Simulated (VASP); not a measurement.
# Ti (Im-3m) in VASP: a series of runs

The runs below take Ti through equation of state, with PBE, PBEsol.

Everything below comes from runs of VASP 6.6.1. Logs are shortened: lines on timing, memory, paths and dates and some standing lists are left out, and cuts for length are marked.

## 1. The structure

It takes space group Im-3m (No. 229, cubic). The conventional cell has a = 3.282 Å, b = 3.282 Å, c = 3.282 Å, α = 90.00°, β = 90.00°, γ = 90.00°. Ti (site symmetry m-3m) has 8 Ti at 2.84 Å as nearest neighbours.

This isn't the form of Ti at room conditions, which is hcp.

## 2. Equation of state, PBE, 16.62 Å³/atom (volume scaled by 0.94)

File INCAR:

```
PREC = Accurate
ENCUT = 520
EDIFF = 1E-7
ISMEAR = -1
SIGMA = 0.05
LREAL = F
LASPH = T
NELM = 100
ALGO = Normal
ISIF = 2
LWAVE = F
LCHARG = F
GGA = PE
NBANDS = 12
```

File KPOINTS:

```
regular mesh
0
Gamma
  11 11 11
```

File POSCAR:

```
Ti
1.0
   -1.6075008044      1.6075008044      1.6075008044
    1.6075008044     -1.6075008044      1.6075008044
    1.6075008044      1.6075008044     -1.6075008044
Ti
1
Direct
    0.0000000000      0.0000000000      0.0000000000
```

Potentials or basis: VASP PAW PBE potentials, release 64 (Ti_sv).

Command:

```
$ cat potpaw_PBE.64/Ti_sv/POTCAR > POTCAR
$ mpirun -np 1 vasp_std > vasp.out
```

OUTCAR:

```text
PREC = Accurate
   ENCUT = 520
   EDIFF = 1E-7
   ISMEAR = -1
   LREAL = F
   LASPH = T
   NELM = 100
   ISIF = 2
   GGA = PE

 ion  position               nearest neighbor table
   1  0.000  0.000  0.000-

  LATTYP: Found a body centered cubic cell.
 ALAT       =     3.2150016088

  Lattice vectors:

 A1 = (  -1.6075008044,   1.6075008044,   1.6075008044)
 A2 = (   1.6075008044,  -1.6075008044,   1.6075008044)
 A3 = (   1.6075008044,   1.6075008044,  -1.6075008044)

Analysis of symmetry for initial positions (statically):
=====================================================================
 Subroutine PRICEL returns:
 Original cell was already a primitive cell.

 Routine SETGRP: Setting up the symmetry group for a
 body centered cubic supercell.

 Subroutine GETGRP returns: Found 48 space group operations
 (whereof 48 operations were pure point group operations)
 out of a pool of 48 trial point group operations.

The static configuration has the point symmetry O_h .

Analysis of symmetry for dynamics (positions and initial velocities):
=====================================================================
 Subroutine PRICEL returns:
 Original cell was already a primitive cell.

 Routine SETGRP: Setting up the symmetry group for a
 body centered cubic supercell.

 Subroutine GETGRP returns: Found 48 space group operations
 (whereof 48 operations were pure point group operations)
 out of a pool of 48 trial point group operations.

The dynamic configuration has the point symmetry O_h .

 Subroutine INISYM returns: Found 48 space group operations
 (whereof 48 operations are pure point group operations),
 and found     1 'primitive' translations

----------------------------------------------------------------------------------------

                                     Primitive cell

  volume of cell :      16.6155

  direct lattice vectors                    reciprocal lattice vectors
    -1.607500804  1.607500804  1.607500804     0.000000000  0.311041835  0.311041835
     1.607500804 -1.607500804  1.607500804     0.311041835  0.000000000  0.311041835
     1.607500804  1.607500804 -1.607500804     0.311041835  0.311041835  0.000000000

  length of vectors
     2.784273066  2.784273066  2.784273066     0.439879582  0.439879582  0.439879582

  position of ions in fractional coordinates (direct lattice)
     0.000000000  0.000000000  0.000000000

  ion indices of the primitive-cell ions
   primitive index   ion index
                 1           1

----------------------------------------------------------------------------------------

 KPOINTS: regular mesh

Automatic generation of k-mesh.
 Grid dimensions read from file:
 generate k-points for:   11   11   11

 Generating k-lattice:

  Cartesian coordinates                     Fractional coordinates (reciprocal lattice)
     0.000000000  0.028276530  0.028276530     0.090909091  0.000000000  0.000000000
     0.028276530  0.000000000  0.028276530     0.000000000  0.090909091  0.000000000
     0.028276530  0.028276530  0.000000000     0.000000000  0.000000000  0.090909091

  Length of vectors
     0.039989053  0.039989053  0.039989053

  Shift w.r.t. Gamma in fractional coordinates (k-lattice)
     0.000000000  0.000000000  0.000000000

 Subroutine IBZKPT returns following result:
 ===========================================

 Found     56 irreducible k-points:

 Following reciprocal coordinates:
            Coordinates               Weight
  0.000000  0.000000  0.000000      1.000000
  0.090909  0.000000  0.000000     12.000000
  0.181818  0.000000  0.000000     12.000000
  0.272727  0.000000  0.000000     12.000000
  0.363636  0.000000  0.000000     12.000000
  0.454545  0.000000  0.000000     12.000000
[... 42 lines left out ...]
 -0.363636  0.363636  0.272727     24.000000
 -0.454545  0.454545  0.272727     24.000000
 [... further k-points ...]
   k-points           NKPTS =     56   k-points in BZ     NKDIM =     56   number of bands    NBANDS=     12
   number of dos      NEDOS =    301   number of ions     NIONS =      1
   total plane-waves  NPLWV =  13824
   dimension x,y,z NGX =    24 NGY =   24 NGZ =   24
   dimension x,y,z NGXF=    48 NGYF=   48 NGZF=   48
   ions per type =               1
   NGX,Y,Z   is equivalent  to a cutoff of  14.33, 14.33, 14.33 a.u.
   NGXF,Y,Z  is equivalent  to a cutoff of  28.66, 28.66, 28.66 a.u.
 SYSTEM =  unknown system
   PREC   = accura    normal or accurate (medium, high low for compatibility)
   ISTART =      0    job   : 0-new  1-cont  2-samecut
   ICHARG =      2    charge: 1-file 2-atom 10-const
   ISPIN  =      1    spin polarized calculation?
   LNONCOLLINEAR =      F non collinear calculations
   LSORBIT =      F    spin-orbit coupling
   LASPH  =      T    aspherical Exc in radial PAW
   ENCUT  =  520.0 eV  38.22 Ry    6.18 a.u.   5.18  5.18  5.18*2*pi/ulx,y,z
   NELM   =    100;   NELMIN=  2; NELMDL= -5     # of ELM steps
   EDIFF  = 0.1E-06   stopping-criterion for ELM
   LREAL  =      F    real-space projection
   EDIFFG = 0.1E-05   stopping-criterion for IOM
   NSW    =      0    number of steps for IOM
   IBRION =     -1    ionic relax: 0-MD 1-quasi-New 2-CG
   NFREE  =      0    steps in history (QN), initial steepest desc. (CG)
   ISIF   =      2    stress and relaxation
   ISYM   =      2    0-nonsym 1-usesym 2-fastsym
   POTIM  = 0.5000    time-step for ionic-motion
   TEBEG  =    0.0;   TEEND  =   0.0 temperature during run
   PSTRESS=    0.0 pullay stress
   NELECT =      12.0000    total number of electrons
   NUPDOWN=      -1.0000    fix difference up-down
   EMIN   =  10.00;   EMAX   =-10.00  energy-range for DOS
   EFERMI =   0.00;   METHOD = LEGACY
   ISMEAR =    -1;   SIGMA  =   0.05  broadening in eV -4-tet -1-fermi 0-gaus
   EFERMI_NEDOS =   21; number of points for ismear=-14 and -15
   IALGO  =     38    algorithm
   IMIX   =      4    mixing-type and parameters
     AMIX     =   0.40;   BMIX     =  1.00
     AMIX_MAG =   1.60;   BMIX_MAG =  1.00
  volume/ion in A,a.u.               =      16.62       112.13
  Fermi-wavevector in a.u.,A,eV,Ry     =   1.468805  2.775638 29.353035  2.157387
  Thomas-Fermi vector in A             =   2.584258
   LORBIT       =      0    0 simple, 1 ext, 2 COOP (PROOUT), +10 PAW based schemes
   GGA     = PE    functional components
   LHFCALC =     F    Hartree Fock is set to
   AEXX    =    0.0000 exact exchange contribution
   IVDW    =     0    specifies the selected vdW correction
   LEPSILON=     F    determine dielectric tensor
   LRPA    =     F    only Hartree local field effects (RPA)
 non-spin polarized calculation
  energy-cutoff  :      520.00
  volume of cell :       16.62
 maximum number of plane-waves:       458
 NGX is ok and might be reduce to    24
   NGX = 11   NGY = 11   NGZ = 11

 number of electron      11.9999999 magnetization

 Free energy of the ion-electron system (eV)
  ---------------------------------------------------
  ext. energy  EPLUGINS =         0.00000000
  ---------------------------------------------------
  free energy    TOTEN  =        -7.72634528 eV

  energy without entropy =       -7.70662245  energy(sigma->0) =       -7.71648387

 E-fermi :   8.5470     XC(G=0): -11.7023

 val. band max:        8.5265393017   @ k =  -0.4545  -0.4545   0.0909
 cond. band min:       8.5725394298   @ k =  -0.3636   0.3636   0.0909
 fundamental gap:      0.0460001281
 Fermi energy:         8.5469555937

 k-point     1 :       0.0000    0.0000    0.0000
  band No.  band energies     occupation
      1     -47.8814      2.00000
      2     -23.6830      2.00000
      3     -23.6830      2.00000
      4     -23.6830      2.00000
      5       2.5074      2.00000
      6       9.5886      0.00000
      7       9.5886      0.00000
      8       9.5886      0.00000
      9      11.4448      0.00000
     10      11.4448      0.00000
     11      26.2835      0.00000
     12      26.2835      0.00000

 k-point     2 :       0.0909    0.0000    0.0000
  band No.  band energies     occupation
      1     -47.8691      2.00000
      2     -23.7473      2.00000
      3     -23.7026      2.00000
      4     -23.6835      2.00000
      5       2.8004      2.00000
      6       9.4532      0.00000
      7       9.5441      0.00000
      8       9.8052      0.00000
      9      11.2954      0.00000
     10      11.4535      0.00000
     11      25.8856      0.00000
     12      26.2436      0.00000

 k-point     3 :       0.1818    0.0000    0.0000
  band No.  band energies     occupation
      1     -47.8359      2.00000
      2     -23.9172      2.00000
      3     -23.7547      2.00000
      4     -23.6847      2.00000
      5       3.6177      2.00000
      6       9.1092      0.00003
      7       9.3099      0.00000
      8      10.4211      0.00000
      9      11.1095      0.00000
     10      11.4925      0.00000
     11      24.5034      0.00000
     12      25.6434      0.00000

 k-point     4 :       0.2727    0.0000    0.0000
  band No.  band energies     occupation
      1     -47.7922      2.00000
      2     -24.1346      2.00000
      3     -23.8224      2.00000
      4     -23.6864      2.00000
      5       4.7373      2.00000
      6       8.6943      0.09979
      7       8.9544      0.00058
      8      11.1781      0.00000
      9      11.3257      0.00000
     10      11.5806      0.00000
     11      22.2342      0.00000
     12      24.3404      0.00000

 k-point     5 :       0.3636    0.0000    0.0000
  band No.  band energies     occupation
      1     -47.7516      2.00000
      2     -24.3295      2.00000
      3     -23.8838      2.00000
      4     -23.6880      2.00000
      5       5.6581      2.00000
      6       8.3425      1.96705
      7       9.0407      0.00010
      8      11.3598      0.00000
      9      11.7031      0.00000
     10      12.2991      0.00000
     11      19.8001      0.00000
     12      23.0860      0.00000
[... 468 lines left out ...]
      1     -47.7279      2.00000
      2     -24.2915      2.00000
      3     -23.8949      2.00000
      4     -23.8949      2.00000
      5       7.2833      2.00000
      6       7.9225      1.99999
      7       7.9225      1.99999
      8      11.7362      0.00000
      9      11.7362      0.00000
     10      14.5390      0.00000
     11      20.3004      0.00000
     12      20.3004      0.00000

 k-point    38 :       0.2727    0.1818    0.1818
  band No.  band energies     occupation
      1     -47.7157      2.00000
      2     -24.2440      2.00000
      3     -24.0173      2.00000
      4     -23.9068      2.00000
      5       7.5513      2.00000
      6       7.8468      2.00000
      7       8.2075      1.99775
      8      11.7852      0.00000
      9      11.8519      0.00000
     10      15.8680      0.00000
     11      18.1881      0.00000
     12      19.8491      0.00000

 k-point    39 :      -0.1818    0.1818    0.1818
  band No.  band energies     occupation
      1     -47.7944      2.00000
      2     -23.9616      2.00000
      3     -23.8305      2.00000
      4     -23.8305      2.00000
      5       4.6016      2.00000
      6       9.6013      0.00000
      7       9.6013      0.00000
      8       9.6627      0.00000
      9      10.4101      0.00000
     10      12.0212      0.00000
     11      24.3928      0.00000
     12      26.1391      0.00000

 k-point    40 :       0.2727    0.2727    0.1818
  band No.  band energies     occupation
      1     -47.7123      2.00000
      2     -24.1193      2.00000
      3     -24.1193      2.00000
      4     -23.9577      2.00000
      5       7.7357      2.00000
      6       8.0146      1.99995
      7       8.0146      1.99995
      8      11.8587      0.00000
      9      11.8587      0.00000
     10      17.5104      0.00000
     11      17.5104      0.00000
     12      18.2587      0.00000

 [... further k-points ...]

------------------------ aborting loop because EDIFF is reached ----------------------------------------

  FORCE on cell =-STRESS in cart. coord.  units (eV):
  Direction    XX          YY          ZZ          XY          YZ          ZX
  --------------------------------------------------------------------------------------
  -------------------------------------------------------------------------------------
  Total        0.3998442      0.3998442      0.3998442     -0.0000000     -0.0000000      0.0000000
  in kB       38.5556278     38.5556278     38.5556278     -0.0000000     -0.0000000      0.0000000
  external PRESSURE =      38.5556278 kB  Pullay stress =       0.0000000 kB

 VOLUME and BASIS-vectors are now :
 -----------------------------------------------------------------------------
  energy-cutoff  :      520.00
  volume of cell :       16.62
      direct lattice vectors                 reciprocal lattice vectors
    -1.607500804  1.607500804  1.607500804     0.000000000  0.311041835  0.311041835
     1.607500804 -1.607500804  1.607500804     0.311041835  0.000000000  0.311041835
     1.607500804  1.607500804 -1.607500804     0.311041835  0.311041835  0.000000000

 POSITION                                       TOTAL-FORCE (eV/Angst)
 -----------------------------------------------------------------------------------
      0.00000      0.00000      0.00000         0.000000      0.000000     -0.000000
 -----------------------------------------------------------------------------------
    total drift:                                0.000000      0.000000      0.000000

  FREE ENERGIE OF THE ION-ELECTRON SYSTEM (eV)
  ---------------------------------------------------
  free  energy   TOTEN  =        -7.7263452834 eV

  energy  without entropy=       -7.7066224500  energy(sigma->0) =       -7.71648387
```

Run time: 9.9 s. Hardware: 1 thread of Intel Xeon Platinum 8488C (Sapphire Rapids), shared host; peak memory 0.13 GiB.

What came out:

```yaml
Free_energy: -7.7263 eV
Pressure: 3.9 GPa
Band_gap_on_the_k_mesh: none (metal or under the smearing width)
```

(Continued in part 2 of 2.)
